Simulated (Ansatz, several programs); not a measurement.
KBr built on the wurtzite prototype (no longer in that coordination), relaxed with PBE in Ansatz (plane waves, PAW): the symmetry is P6_3/mmc (No. 194, hexagonal); conventional cell a = 5.673 Å, c = 6.642 Å, 46.28 Å³ an atom. K is surrounded by 5 Br at 3.28–3.32 Å; Br is surrounded by 5 K at 3.28–3.32 Å. The cell was then scaled with its shape and fractional coordinates held, which makes it stiffer than a relaxed compression. These are computed values for a spin-unpolarised cell that may be hypothetical; none is a measurement.

| V (Å³/atom) | E (meV/atom) |
| --- | --- |
| 43.508 | 6.40 |
| 44.896 | 1.56 |
| 46.285 | 0.00 |
| 49.062 | 4.76 |

Problem. Pass a cubic E = c₀ + c₁u + c₂u² + c₃u³, with u = V − 45.938 Å³, through these points.

Solution. c₀ = 0.11, c₁ = -0.572, c₂ = 0.755, c₃ = -0.0306 (meV and Å³).

Problem. Where is the minimum, and what bulk modulus follows?

Solution. dE/du = 0 at u = +0.388, so V₀ = 46.33 Å³. B = V₀ d²E/dV² = 46.33 × (2c₂ + 6c₃u) = 46.33 × 1.440 = 67 meV/Å³, and 1 meV/Å³ is 0.16022 GPa: 11 GPa. A third-order Birch-Murnaghan fit to all five points gives 46.33 Å³ and 11 GPa.

Problem. Predict the energy and the pressure at the withheld volume, 47.673 Å³.

Solution. With u = +1.735: E ≈ 1.23 meV and P = −dE/dV ≈ -0.28 GPa. The run gives 1.21 meV and, from its stress, -0.28 GPa.
